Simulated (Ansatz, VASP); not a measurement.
## LiH: VASP beside Ansatz

Contents of POSCAR:

```
LiH
1.0
    3.3196857938      0.0000000000      0.0000000000
   -1.6598428969      2.8749322301      0.0000000000
    0.0000000000      0.0000000000      4.1482356685
Li H
2 2
Direct
    0.3333333333      0.6666666667     -0.0625093473
    0.6666666667      0.3333333333      0.4374906527
    0.3333333333      0.6666666667      0.4375093473
    0.6666666667      0.3333333333      0.9375093473
```

INCAR.step1

```
SYSTEM = LiH
PREC = Accurate
ENCUT = 520
ISMEAR = 0
SIGMA = 0.01
LREAL = .FALSE.
LASPH = .TRUE.
NELM = 80
NBANDS = 12
GGA = PE
ALGO = Normal
EDIFF = 1E-4
LWAVE = .TRUE.
LCHARG = .FALSE.
```

The input INCAR.step2:

```
SYSTEM = LiH
PREC = Accurate
ENCUT = 520
EDIFF = 1E-7
ISMEAR = 0
SIGMA = 0.01
LREAL = .FALSE.
LASPH = .TRUE.
NELM = 80
ALGO = Normal
ISIF = 2
LWAVE = .FALSE.
LCHARG = .TRUE.
METAGGA = R2SCAN
LMIXTAU = .TRUE.
LELF = .TRUE.
LVHAR = .TRUE.
NBANDS = 12
ISTART = 1
```

KPOINTS

```
Automatic mesh
0
G
  9 9 6
  0 0 0
```

Input for Ansatz:

```yaml
crystal:
  lattice:
    - [3.3196857938, 0.0, 0.0]
    - [-1.6598428969, 2.8749322301, 0.0]
    - [0.0, 0.0, 4.1482356685]
  atoms:
    - { symbol: Li, position: [0.3333333333, 0.6666666667, -0.0625093473] }
    - { symbol: Li, position: [0.6666666667, 0.3333333333, 0.4374906527] }
    - { symbol: H, position: [0.3333333333, 0.6666666667, 0.4375093473] }
    - { symbol: H, position: [0.6666666667, 0.3333333333, 0.9375093473] }
kpoints:
  mp_grid: { grid: [9, 9, 6] }
hamiltonian:
  xc: r2scan
scf:
  occupations: { method: fixed }
  n_extra_bands: 5
output:
  forces: true
  stress: true
  eigenvalues: true
```

Alike in both runs: task single point; functional r2SCAN; k mesh 9 × 9 × 6; no spin polarisation.

|  | VASP | Ansatz |
| --- | --- | --- |
| version | VASP 6.6.1 | Ansatz 0.2.0 |
| potentials or method | VASP PAW PBE potentials, release 64 (Li_sv, H) | plane waves, PAW |
| plane-wave cutoff (eV) | 520 | 500 |
| occupations | gaussian, width 0.01 eV | fixed |
| valence electrons in the cell | 8 | 8 |

|  | VASP | Ansatz | Ansatz less VASP |
| --- | --- | --- | --- |
| gap on the k mesh at the Fermi level (eV) | 2.40 | 2.44 | +0.044 |

Ansatz warned: «structure_snapped_to_symmetry».

Caveats: an odd mesh through Γ misses points on the zone boundary, where band edges often lie. r2SCAN opens gaps a little over a GGA but as a rule still falls short of measured ones.
